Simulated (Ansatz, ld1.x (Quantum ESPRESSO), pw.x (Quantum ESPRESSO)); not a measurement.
# ruthenium: one change to the TM potential, in the atom and in the fcc crystal

ld1.x (Quantum ESPRESSO) 7.5 input, shortened:

```
&input
   title='Ru', zed=44., rel=1, dft='PBE', iswitch=3,
   config='[Kr] 4d7 4f-2 5s1 5p0'
 /
 &inputp
   pseudotype=2, tm=.true., lloc=-2, rcloc=3.10,
   nlcc=.true., new_core_ps=.true., rcore=1.15
 /
4
5S  1  0   1.00   0.00  2.30  2.30  0.0
5P  2  1   0.00   0.00  4.20  4.20  0.0
4D  3  2   7.00   0.00  1.40  1.40  0.0
4F  4  3  -2.00   0.45  3.65  3.65  0.0
 &test
   configts(1)='4d7 5s1 5p0'
 /
```

Change: wave 5p (bound): rc 4.20 bohr becomes 5p (bound): rc 4.28 bohr.

Cutoffs, loose and tight: the cutoffs (Ry, on a coarse ladder) from which the occupation-weighted sum of valence levels, in a spherical-Bessel basis at the reference potential, stays within 10 and 1 mRy of its value at 400 Ry. They do not see the model core or the augmentation charge, which bear on the density cutoff. Test errors are all-electron minus pseudo excitation energies from the reference, over the configurations 4d7 5s0 5p0; 4d6 5s0 5p0; 4d5 5s0 5p0; 4d7.5 5s0.5 5p0; 4d6 5s1 5p0; 4d7 5s0.5 5p0; 4d6 5s2 5p0; variants that change the core or the reference have their own tests.

Crystal test: fcc Ru in pw.x 7.5, no spin, 15³ k-points, Fermi–Dirac smearing 0.01 Ry, cutoffs set for each file from its atomic test. The reference is all-electron LAPW (Ansatz 0.2.0) with the same functional, mesh and smearing; V0 and B0 come from Birch–Murnaghan fits to the pressures at five volumes. Errors are pseudo minus all-electron; Δ is the rms difference of the E(V) curves that follow from these fits, minima aligned, over ±6 % about the mean V0. Mesh and smearing are coarse, so the numbers serve the comparison and aren't converged zero-temperature values; the lattice is a test structure that the element need not adopt.

All-electron: a0 = 3.812 Å (V0 = 13.85 Å³/atom), B0 = 303.1 GPa.

Does the change bring the crystal closer to the all-electron result?

The mean pressure error goes from +14.53 to +15.72 GPa, a small move against the size of the error.

```tsv
quantity	base	changed
outcome (atom)	generated	generated
cutoff, loose (atom)	55 Ry	55 Ry
cutoff, tight (atom)	70 Ry	70 Ry
bound ghosts (atom)	none	none
largest test error (meV) (atom)	-138 over the solved tests; 1 of 7 tests not solved or not reliable	-138 over the solved tests; 1 of 7 tests not solved or not reliable
cutoffs in pw.x (Ry)	85/340	85/340
a0 (Å)	3.870	–
a0 error (%)	+1.52	–
B0 error (%)	-6.4	–
Δ (meV/atom)	41.0	–
mean pressure error (GPa)	+14.53	+15.72
```

A dash: not determined, or the minimum lies outside the volumes sampled.

Base: The largest radius (4.20 bohr) exceeds half the bond length (2.54 bohr), so the spheres overlap, which is one possible source of error among others. This is a poor potential for the solid. Atomic configuration tests: 1 of 7 tests not solved or not reliable. Changed file: The largest radius (4.28 bohr) exceeds half the bond length (2.54 bohr), so the spheres overlap, which is one possible source of error among others. This is a poor potential for the solid. Atomic configuration tests: 1 of 7 tests not solved or not reliable. The atomic cutoffs weigh occupied waves only.
